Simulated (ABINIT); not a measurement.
## AlN (P6_3mc): G0W0 in ABINIT against the bands in the screening

How does the gap of AlN (P6_3mc) converge in the bands in the screening?

Main program and level: ABINIT 10.8.3; PBE and many-body steps on it, plane waves.

The database entry behind the starting cell differs from later determinations by our own check (inner coordinate u about 0.002 short), so it need not match the best structure at ambient conditions.

## (1) Set-up

Symmetry: P6_3mc, No. 186, hexagonal system. The conventional cell has a = 3.113 Å, b = 3.113 Å, c = 4.981 Å, α = 90.00°, β = 90.00°, γ = 120.00°. Al has 4 N at 1.89 Å nearest. Nearest to N lie 4 Al at 1.89 Å. Farther neighbours and most contacts between anions are not listed.

The cell and positions come from the Crystallography Open Database and are kept as given unless a step says otherwise.

## (2) Screening, 6×6×4 mesh, 16 bands, screening to 163.3 eV

This step: ABINIT 10.8.3; RPA screening on PBE, plane waves, norm-conserving pseudopotentials.

The RPA dielectric matrix is built and inverted for each q.

File run.abi:

```
acell 3*1.0 Angstrom
rprim 
  3.113000000011 -0.000000000003 0.000000000000
  -1.556500000003 2.695937081992 0.000000000000
  0.000000000000 0.000000000000 4.981000000000
ntypat 2
znucl 13 7
natom 4
typat 1 1 2 2
xred 
  0.333333333333 0.666666666667 0.000000000000
  0.666666666667 0.333333333333 0.500000000000
  0.333333333333 0.666666666667 0.380000000000
  0.666666666667 0.333333333333 0.880000000000
pp_dirpath "pseudos"
pseudos "Al.upf, N.upf"
ecut 36
ngkpt 6 6 4
nshiftk 1
shiftk 0 0 0
kptopt 1
chksymbreak 0
istwfk *1
occopt 1
irdwfk 1
optdriver 3
nband 16
ecuteps 6
inclvkb 2
awtr 1
symchi 1
indata_prefix "in"
outdata_prefix "out"
tmpdata_prefix "tmp"
```

Command:

```bash
$ OMP_NUM_THREADS=1 mpirun -n 4 abinit run.abi > log
```

The program printed:

```text
.Version 10.8.3 of ABINIT. v10.8.2 released Aug 2026.

 Symmetries : space group P6_3 m c (#186); Bravais hP (primitive hexag.)
[... echo of the input left out ...]
== DATASET  1 ==================================================================
-   mpi_nproc: 4, omp_nthreads: 1 (-1 if OMP is not activated)

--- !DatasetInfo
iteration_state: {dtset: 1, }
dimensions: {natom: 4, nkpt: 21, mband: 16, nsppol: 1, nspinor: 1, nspden: 1, mpw: 2934, }
cutoff_energies: {ecut:  36.0, pawecutdg:  -1.0, }
electrons: {nelect:   1.60000000E+01, charge:   0.00000000E+00, occopt:   1.00000000E+00, tsmear:   1.00000000E-02, }

 SCREENING: Calculation of the susceptibility and dielectric matrices

 Based on a program developped by R.W. Godby, V. Olevano, G. Onida, and L. Reining.
 Incorporated in ABINIT by V. Olevano, G.-M. Rignanese, and M. Torrent.
.Using double precision arithmetic ; gwpc =  8

[... cell and pseudopotentials left out ...]
--------------------------------------------------------------------------------

 ==== K-mesh for the wavefunctions ====
 Number of points in the irreducible wedge :    21
[... list of points left out ...]
 Together with 12 symmetry operations and time-reversal symmetry
 yields   144 points in the full Brillouin Zone.

 ==== Q-mesh for the screening function ====
 Number of points in the irreducible wedge :    21
[... list of points left out ...]
 Together with 12 symmetry operations and time-reversal symmetry
 yields   144 points in the full Brillouin Zone.

 setmesh: FFT mesh size selected  =    20x   20x   36
          total number of points  =        14400

 vcoul_init : cutoff-mode = AUXILIARY_FUNCTION
 q-points for optical limit:   1
     1)      0.000010    0.000020    0.000030

- screening: taking advantage of time-reversal symmetry
- Maximum band index for partially occupied states nbvw = 8
- Remaining bands to be divided among processors   nbcw = 8
- Number of bands treated by each node ~2

 Number of electrons calculated from density =   16.0000; Expected =   16.0000
 average of density, n =  0.056718
 r_s =    1.6146
 omega_plasma =   22.9728 [eV]

 calculating chi0 at frequencies [eV] :
  1    0.000000E+00    0.000000E+00
  2    0.000000E+00    2.297283E+01

--------------------------------------------------------------------------------
  q-point number  1        q = ( 0.000000, 0.000000, 0.000000) [r.l.u.]
--------------------------------------------------------------------------------
[... chi0 elements left out ...]
 For q-point:  0.000010 0.000020 0.000030
  dielectric constant =   4.1164
  dielectric constant without local fields =   4.4254

  Average fulfillment of the sum rule on Im[epsilon] for q-point    1 :     20.48  [%]
[... wings left out ...]
  q-point number  2        q = ( 0.166667, 0.000000, 0.000000) [r.l.u.]
--------------------------------------------------------------------------------
[... chi0 elements left out ...]
  Average fulfillment of the sum rule on Im[epsilon] for q-point    2 :     49.33  [%]

 [... 19 further q-points ...]
```

Elapsed: 14 s, on 4 MPI ranks of Intel Xeon Platinum 8375C at 2.90GHz (Ice Lake), shared host; peak memory 0.58 GiB; 57 s of CPU time.

Numbers from this step:

```yaml
eps_infinity_with_local_fields_on_this_mesh_along_the_program_s_q_direction: 4.116
the_same_without_local_fields: 4.425
plasma_frequency: 22.97 eV
plane_waves_in_the_screening_matrix: 197
```

Local fields lower ε∞ by 7 %.

## (3) 16 bands

This step: G0W0 on PBE, plane waves, norm-conserving pseudopotentials.

Edit run.abi of step 2 so:

```diff
@@ -25,8 +25,15 @@
 irdwfk 1
-optdriver 3
-nband 16
+optdriver 4
+nband 75
+gwcalctyp 0
+ecutsigx 36
+symsigma 1
+nkptgw 1
+kptgw 
+  0.0000000000 0.0000000000 0.0000000000
+bdgw 
+  6 10
 ecuteps 6
-inclvkb 2
-awtr 1
-symchi 1
+irdscr 1
+ppmodel 1
 indata_prefix "in"
```

The program printed:

```text
.Version 10.8.3 of ABINIT. v10.8.2 released Aug 2026.

 Symmetries : space group P6_3 m c (#186); Bravais hP (primitive hexag.)
[... echo of the input left out ...]
== DATASET  1 ==================================================================
-   mpi_nproc: 4, omp_nthreads: 1 (-1 if OMP is not activated)

--- !DatasetInfo
iteration_state: {dtset: 1, }
dimensions: {natom: 4, nkpt: 21, mband: 75, nsppol: 1, nspinor: 1, nspden: 1, mpw: 2934, }
cutoff_energies: {ecut:  36.0, pawecutdg:  -1.0, }
electrons: {nelect:   1.60000000E+01, charge:   0.00000000E+00, occopt:   1.00000000E+00, tsmear:   1.00000000E-02, }

 SIGMA: Calculation of the GW corrections

 Based on a program developped by R.W. Godby, V. Olevano, G. Onida, and L. Reining.
 Incorporated in ABINIT by V. Olevano, G.-M. Rignanese, and M. Torrent.
.Using double precision arithmetic ; gwpc =  8

[... cell and pseudopotentials left out ...]
--------------------------------------------------------------------------------

 ==== K-mesh for the wavefunctions ====
 Number of points in the irreducible wedge :    21
[... list of points left out ...]
 Together with 12 symmetry operations and time-reversal symmetry
 yields   144 points in the full Brillouin Zone.

 ==== Q-mesh for screening function ====
 Number of points in the irreducible wedge :    21
[... list of points left out ...]
 Together with 12 symmetry operations and time-reversal symmetry
 yields   144 points in the full Brillouin Zone.

 vcoul_init : cutoff-mode = AUXILIARY_FUNCTION
 q-points for optical limit:   1
     1)      0.000010    0.000020    0.000030
 setmesh: FFT mesh size selected  =    27x   27x   54
          total number of points  =        39366

 Number of electrons calculated from density =   16.0000; Expected =   16.0000
 average of density, n =  0.056718
 r_s =    1.6146
 omega_plasma =   22.9728 [eV]

 === KS Band Gaps ===
  >>>> For spin  1
   Minimum direct gap =   4.2205 [eV], located at k-point      :   0.0000  0.0000  0.0000
   Fundamental gap    =   4.2205 [eV], Top of valence bands at :   0.0000  0.0000  0.0000
                                       Bottom of conduction at :   0.0000  0.0000  0.0000
 SIGMA fundamental parameters:
 PLASMON POLE MODEL  1
 number of plane-waves for SigmaX                 2863
 number of plane-waves for SigmaC and W            197
 number of plane-waves for wavefunctions          2863
 number of bands                                    75
 number of independent spin polarizations            1
 number of spinorial components                      1
 number of k-points in IBZ                          21
 number of q-points in IBZ                          21
 number of symmetry operations                      12
 number of k-points in BZ                          144
 number of q-points in BZ                          144
 number of frequencies for dSigma/dE                 9
 frequency step for dSigma/dE [eV]                0.25
 number of omega for Sigma on real axis              0
 max omega for Sigma on real axis  [eV]           0.00
 zcut for avoiding poles [eV]                     0.10

 EPSILON^-1 parameters (SCR file):
 dimension of the eps^-1 matrix on file            197
 dimension of the eps^-1 matrix used               197
 number of plane-waves for wavefunctions          2863
 number of bands                                    16
 number of q-points in IBZ                          21
 number of frequencies                               2
 number of real frequencies                          1
 number of imag frequencies                          1

 matrix elements of self-energy operator (all in [eV])

 Perturbative Calculation

--- !SelfEnergy_ee
iteration_state: {dtset: 1, }
kpoint     : [   0.000,    0.000,    0.000, ]
spin       : 1
KS_gap     :    4.220
QP_gap     :    5.810
Delta_QP_KS:    1.589
data: !SigmaeeData |
     Band     E0 <VxcDFT>   SigX SigC(E0)      Z dSigC/dE  Sig(E)    E-E0       E
        6   5.135 -16.968 -20.992   3.552   0.783  -0.277 -17.337  -0.370   4.765
        7   5.135 -16.968 -20.992   3.552   0.783  -0.277 -17.337  -0.370   4.765
        8   5.314 -17.078 -21.024   3.504   0.784  -0.276 -17.424  -0.346   4.968
        9   9.535 -12.527  -8.048  -2.961   0.819  -0.221 -11.284   1.243  10.778
       10  11.990 -10.836  -5.799  -3.381   0.830  -0.204  -9.461   1.375  13.365

== END DATASET(S) ==============================================================
================================================================================

 -outvars: echo values of variables after computation  --------
           etotal      0.0000000000E+00
            nband          75
             nkpt          21
          spgroup         186
 [... the other variables as echoed above ...]

 Calculation completed.
```

Elapsed: 9.3 s, on 4 MPI ranks; peak memory 0.93 GiB.

This step gave:

| Item | Value |
| --- | --- |
| G0W0 gap on the points computed | 5.810 eV |
| starting gap on the mesh | 4.220 eV |
| k of the valence top | 0, 0, 0 |
| k of the conduction bottom | 0, 0, 0 |
| Z at the valence top | 0.784 |
| Z at the conduction bottom | 0.819 |
| least direct G0W0 gap on the computed points | 5.810 eV |

## (4) Screening, 6×6×4 mesh, 23 bands, screening to 163.3 eV

This step: RPA screening on PBE, plane waves, norm-conserving pseudopotentials.

Edit run.abi of step 3 so:

```diff
@@ -25,15 +25,8 @@
 irdwfk 1
-optdriver 4
-nband 75
-gwcalctyp 0
-ecutsigx 36
-symsigma 1
-nkptgw 1
-kptgw 
-  0.0000000000 0.0000000000 0.0000000000
-bdgw 
-  6 10
+optdriver 3
+nband 23
 ecuteps 6
-irdscr 1
-ppmodel 1
+inclvkb 2
+awtr 1
+symchi 1
 indata_prefix "in"
```

The program printed:

```text
.Version 10.8.3 of ABINIT. v10.8.2 released Aug 2026.

 Symmetries : space group P6_3 m c (#186); Bravais hP (primitive hexag.)
[... echo of the input left out ...]
== DATASET  1 ==================================================================
-   mpi_nproc: 4, omp_nthreads: 1 (-1 if OMP is not activated)

--- !DatasetInfo
iteration_state: {dtset: 1, }
dimensions: {natom: 4, nkpt: 21, mband: 23, nsppol: 1, nspinor: 1, nspden: 1, mpw: 2934, }
cutoff_energies: {ecut:  36.0, pawecutdg:  -1.0, }
electrons: {nelect:   1.60000000E+01, charge:   0.00000000E+00, occopt:   1.00000000E+00, tsmear:   1.00000000E-02, }

 SCREENING: Calculation of the susceptibility and dielectric matrices

 Based on a program developped by R.W. Godby, V. Olevano, G. Onida, and L. Reining.
 Incorporated in ABINIT by V. Olevano, G.-M. Rignanese, and M. Torrent.
.Using double precision arithmetic ; gwpc =  8

[... cell and pseudopotentials left out ...]
--------------------------------------------------------------------------------

 ==== K-mesh for the wavefunctions ====
 Number of points in the irreducible wedge :    21
[... list of points left out ...]
 Together with 12 symmetry operations and time-reversal symmetry
 yields   144 points in the full Brillouin Zone.

 ==== Q-mesh for the screening function ====
 Number of points in the irreducible wedge :    21
[... list of points left out ...]
 Together with 12 symmetry operations and time-reversal symmetry
 yields   144 points in the full Brillouin Zone.

 setmesh: FFT mesh size selected  =    20x   20x   36
          total number of points  =        14400

 vcoul_init : cutoff-mode = AUXILIARY_FUNCTION
 q-points for optical limit:   1
     1)      0.000010    0.000020    0.000030

- screening: taking advantage of time-reversal symmetry
- Maximum band index for partially occupied states nbvw = 8
- Remaining bands to be divided among processors   nbcw = 15
- Number of bands treated by each node ~3

 Number of electrons calculated from density =   16.0000; Expected =   16.0000
 average of density, n =  0.056718
 r_s =    1.6146
 omega_plasma =   22.9728 [eV]

 calculating chi0 at frequencies [eV] :
  1    0.000000E+00    0.000000E+00
  2    0.000000E+00    2.297283E+01

--------------------------------------------------------------------------------
  q-point number  1        q = ( 0.000000, 0.000000, 0.000000) [r.l.u.]
--------------------------------------------------------------------------------
[... chi0 elements left out ...]
 For q-point:  0.000010 0.000020 0.000030
  dielectric constant =   4.1958
  dielectric constant without local fields =   4.5675

  Average fulfillment of the sum rule on Im[epsilon] for q-point    1 :     32.85  [%]
[... wings left out ...]
  q-point number  2        q = ( 0.166667, 0.000000, 0.000000) [r.l.u.]
--------------------------------------------------------------------------------
[... chi0 elements left out ...]
  Average fulfillment of the sum rule on Im[epsilon] for q-point    2 :     59.67  [%]

 [... 19 further q-points ...]
```

Elapsed: 20 s, on 4 MPI ranks; peak memory 0.62 GiB; 80 s of CPU time.

Numbers from this step:

| Item | Value |
| --- | --- |
| ε∞ with local fields, on this mesh, along the program's q direction | 4.196 |
| the same without local fields | 4.567 |
| plasma frequency | 22.97 eV |
| plane waves in the screening matrix | 197 |

## (5) 23 bands

The self-energy is evaluated for the states that the input lists, and the levels follow from it, in one-shot runs by the linearised quasiparticle equation.

This step: G0W0 on PBE, plane waves, norm-conserving pseudopotentials.

Edit run.abi of step 4 so:

```diff
@@ -25,8 +25,15 @@
 irdwfk 1
-optdriver 3
-nband 23
+optdriver 4
+nband 75
+gwcalctyp 0
+ecutsigx 36
+symsigma 1
+nkptgw 1
+kptgw 
+  0.0000000000 0.0000000000 0.0000000000
+bdgw 
+  6 10
 ecuteps 6
-inclvkb 2
-awtr 1
-symchi 1
+irdscr 1
+ppmodel 1
 indata_prefix "in"
```

The program printed:

```text
.Version 10.8.3 of ABINIT. v10.8.2 released Aug 2026.

 Symmetries : space group P6_3 m c (#186); Bravais hP (primitive hexag.)
[... echo of the input left out ...]
== DATASET  1 ==================================================================
-   mpi_nproc: 4, omp_nthreads: 1 (-1 if OMP is not activated)

--- !DatasetInfo
iteration_state: {dtset: 1, }
dimensions: {natom: 4, nkpt: 21, mband: 75, nsppol: 1, nspinor: 1, nspden: 1, mpw: 2934, }
cutoff_energies: {ecut:  36.0, pawecutdg:  -1.0, }
electrons: {nelect:   1.60000000E+01, charge:   0.00000000E+00, occopt:   1.00000000E+00, tsmear:   1.00000000E-02, }

 SIGMA: Calculation of the GW corrections

 Based on a program developped by R.W. Godby, V. Olevano, G. Onida, and L. Reining.
 Incorporated in ABINIT by V. Olevano, G.-M. Rignanese, and M. Torrent.
.Using double precision arithmetic ; gwpc =  8

[... cell and pseudopotentials left out ...]
--------------------------------------------------------------------------------

 ==== K-mesh for the wavefunctions ====
 Number of points in the irreducible wedge :    21
[... list of points left out ...]
 Together with 12 symmetry operations and time-reversal symmetry
 yields   144 points in the full Brillouin Zone.

 ==== Q-mesh for screening function ====
 Number of points in the irreducible wedge :    21
[... list of points left out ...]
 Together with 12 symmetry operations and time-reversal symmetry
 yields   144 points in the full Brillouin Zone.

 vcoul_init : cutoff-mode = AUXILIARY_FUNCTION
 q-points for optical limit:   1
     1)      0.000010    0.000020    0.000030
 setmesh: FFT mesh size selected  =    27x   27x   54
          total number of points  =        39366

 Number of electrons calculated from density =   16.0000; Expected =   16.0000
[...]
number of q-points in IBZ                          21
 number of symmetry operations                      12
 number of k-points in BZ                          144
 number of q-points in BZ                          144
 number of frequencies for dSigma/dE                 9
 frequency step for dSigma/dE [eV]                0.25
 number of omega for Sigma on real axis              0
 max omega for Sigma on real axis  [eV]           0.00
 zcut for avoiding poles [eV]                     0.10

 EPSILON^-1 parameters (SCR file):
 dimension of the eps^-1 matrix on file            197
 dimension of the eps^-1 matrix used               197
 number of plane-waves for wavefunctions          2863
 number of bands                                    23
 number of q-points in IBZ                          21
 number of frequencies                               2
 number of real frequencies                          1
 number of imag frequencies                          1

 matrix elements of self-energy operator (all in [eV])

 Perturbative Calculation

--- !SelfEnergy_ee
iteration_state: {dtset: 1, }
kpoint     : [   0.000,    0.000,    0.000, ]
spin       : 1
KS_gap     :    4.220
QP_gap     :    5.607
Delta_QP_KS:    1.386
data: !SigmaeeData |
     Band     E0 <VxcDFT>   SigX SigC(E0)      Z dSigC/dE  Sig(E)    E-E0       E
        6   5.135 -16.968 -20.992   3.528   0.787  -0.270 -17.359  -0.391   4.744
        7   5.135 -16.968 -20.992   3.528   0.787  -0.270 -17.359  -0.391   4.744
        8   5.314 -17.078 -21.024   3.489   0.788  -0.270 -17.438  -0.360   4.955
        9   9.535 -12.527  -8.048  -3.226   0.819  -0.221 -11.501   1.026  10.561
       10  11.990 -10.836  -5.799  -3.698   0.829  -0.206  -9.726   1.110  13.100

== END DATASET(S) ==============================================================
================================================================================

 -outvars: echo values of variables after computation  --------
           etotal      0.0000000000E+00
            nband          75
             nkpt          21
          spgroup         186
 [... the other variables as echoed above ...]

 Calculation completed.
```

Wall time 8.5 s (4 MPI ranks); peak memory 0.8 GiB; 33 s of CPU time.

This step gave:

```
G0W0 gap on the points computed              : 5.606 eV
starting gap on the mesh                     : 4.220 eV
k of the valence top                         : 0, 0, 0
k of the conduction bottom                   : 0, 0, 0
Z at the valence top                         : 0.788
Z at the conduction bottom                   : 0.819
least direct G0W0 gap on the computed points : 5.606 eV
```

The gap on the mesh goes from 4.22 eV to 5.61 eV, a correction of +1.39 eV.

## (6) Screening, 6×6×4 mesh, 75 bands, screening to 163.3 eV

This step: RPA screening on PBE, plane waves, norm-conserving pseudopotentials.

Edit run.abi of step 5 so:

```diff
@@ -25,15 +25,8 @@
 irdwfk 1
-optdriver 4
+optdriver 3
 nband 75
-gwcalctyp 0
-ecutsigx 36
-symsigma 1
-nkptgw 1
-kptgw 
-  0.0000000000 0.0000000000 0.0000000000
-bdgw 
-  6 10
 ecuteps 6
-irdscr 1
-ppmodel 1
+inclvkb 2
+awtr 1
+symchi 1
 indata_prefix "in"
```

The program printed:

```text
.Version 10.8.3 of ABINIT. v10.8.2 released Aug 2026.

 Symmetries : space group P6_3 m c (#186); Bravais hP (primitive hexag.)
[... echo of the input left out ...]
== DATASET  1 ==================================================================
-   mpi_nproc: 4, omp_nthreads: 1 (-1 if OMP is not activated)

--- !DatasetInfo
iteration_state: {dtset: 1, }
dimensions: {natom: 4, nkpt: 21, mband: 75, nsppol: 1, nspinor: 1, nspden: 1, mpw: 2934, }
cutoff_energies: {ecut:  36.0, pawecutdg:  -1.0, }
[...]
--------------------------------------------------------------------------------
[... chi0 elements left out ...]
 For q-point:  0.000010 0.000020 0.000030
  dielectric constant =   4.2133
  dielectric constant without local fields =   4.6391

  Average fulfillment of the sum rule on Im[epsilon] for q-point    1 :     72.61  [%]
[... wings left out ...]
  q-point number  2        q = ( 0.166667, 0.000000, 0.000000) [r.l.u.]
--------------------------------------------------------------------------------
[... chi0 elements left out ...]
  Average fulfillment of the sum rule on Im[epsilon] for q-point    2 :     84.90  [%]

 [... 19 further q-points ...]
```

Wall time 68 s (4 MPI ranks); peak memory 0.92 GiB.

This step gave:

```yaml
eps_infinity_with_local_fields_on_this_mesh_along_the_program_s_q_direction: 4.213
the_same_without_local_fields: 4.639
plasma_frequency: 22.97 eV
plane_waves_in_the_screening_matrix: 197
```

[end of part 1 of 2]

[Paths, hosts, dates, memory and timing lines, banners, echoed tables and standing remarks are left out of the program output.]

[Logs are printed without paths, hosts, clocks, repeated set-up lines and the standing remarks that a program may print on its own settings, such as how far it seeks lower states.]

[Runs of the session that timed out or met a known fault of the program may be left out.]

[Hosts, paths, dates, database ids (printed as entryN), source tags and the programs' standing remarks are cut or masked in the printed files.]

[G0W0 gaps are taken among the corrected bands and points alone; a level outside them can change the order at an edge.]

[Where Ansatz stands beside ABINIT at settings called matched, ABINIT's density can come from a denser mesh and the files from another edition; pairs whose starting gaps differed by over 0.03 eV were left out, so agreement reads better than it is.]
